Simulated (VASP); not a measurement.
# VASP 6.6.1 run: GaP

INCAR

```
IBRION = -1
NBANDS = 16
ENCUT = 600
NELM = 120
EDIFF = 1E-7
LCHARG = .FALSE.
LWAVE = .FALSE.
METAGGA = R2SCAN
PREC = Accurate
ALGO = Normal
ISIF = 2
LASPH = .TRUE.
LREAL = .FALSE.
SIGMA = 0.01
NSW = 0
ISMEAR = 0
```

KPOINTS

```
KPOINTS created by Atomic Simulation Environment
0
Gamma
8 8 8
0 0 0
```

POSCAR

```
Ga P
 1.0000000000000000
    -0.0000000000000000    2.7253992946765000    2.7253992946765000
     2.7253992946765000    0.0000000000000000    2.7253992946765000
     2.7253992946765000    2.7253992946765000    0.0000000000000000
 Ga  P
   1   1
Cartesian
  0.0000000000000000 -0.0000000000000000 -0.0000000000000000
  1.3626996473382502  1.3626996473382502  1.3626996473382502
```

The recommended PBE PAW datasets give the neutral cell 18 valence electrons.

Command

```
mpirun -np 1 vasp_std
```

Task: How does this run end, and what does it give?

Result: It converged. Results: gap between bands v and c on the k mesh 1.90 eV; least direct gap on the k mesh 2.34 eV; pressure 0.0 GPa. Band v is the last that the valence electrons fill when counted band by band, and c is the next.

OSZICAR

```
N       E                     dE             d eps       ncg     rms          rms(c)
DAV:   1     0.731132037424E+02    0.73113E+02   -0.10100E+04   968   0.186E+03
DAV:   2    -0.165640528854E+02   -0.89677E+02   -0.84893E+02  1040   0.344E+02
DAV:   3    -0.236256258947E+02   -0.70616E+01   -0.70355E+01  1192   0.713E+01
DAV:   4    -0.237407235299E+02   -0.11510E+00   -0.11507E+00  1104   0.980E+00
DAV:   5    -0.237427250276E+02   -0.20015E-02   -0.20014E-02  1200   0.117E+00    0.482E+00
DAV:   6    -0.214680168083E+02    0.22747E+01   -0.59043E-01  1160   0.147E+01    0.312E+00
DAV:   7    -0.214596064070E+02    0.84104E-02   -0.20477E-01  1120   0.376E+00    0.163E+00
DAV:   8    -0.214639930299E+02   -0.43866E-02   -0.98052E-03  1160   0.806E-01    0.669E-01
DAV:   9    -0.214642425920E+02   -0.24956E-03   -0.19040E-03  1144   0.447E-01    0.707E-02
DAV:  10    -0.214642328056E+02    0.97864E-05   -0.14256E-04  1064   0.871E-02    0.374E-02
DAV:  11    -0.214642300982E+02    0.27074E-05   -0.19238E-05  1192   0.367E-02    0.743E-03
DAV:  12    -0.214642281906E+02    0.19076E-05   -0.17502E-06  1136   0.106E-02    0.334E-03
DAV:  13    -0.214642294440E+02   -0.12534E-05   -0.36361E-07  1168   0.884E-03    0.159E-03
DAV:  14    -0.214642298256E+02   -0.38162E-06   -0.34022E-08   664   0.281E-03    0.975E-04
DAV:  15    -0.214642297171E+02    0.10848E-06   -0.16343E-08   608   0.262E-03    0.239E-04
DAV:  16    -0.214642297415E+02   -0.24400E-07   -0.31281E-09   560   0.849E-04
   1 F= -.21464230E+02 E0= -.21464230E+02  d E =-.196439E-47
```

Standard output (part)

```
POSCAR found type information on POSCAR GaP
 POSCAR found :  2 types and       2 ions
 LDA part: xc-table for (None), standard interpolation
 POSCAR, INCAR and KPOINTS ok, starting setup
 WAVECAR not read
 entering main loop
```

For comparison, a separate r²SCAN run of the intended cell, on usual settings and not on those above, gives a gap of 1.90 eV on its mesh and a pressure of 0.0 GPa.
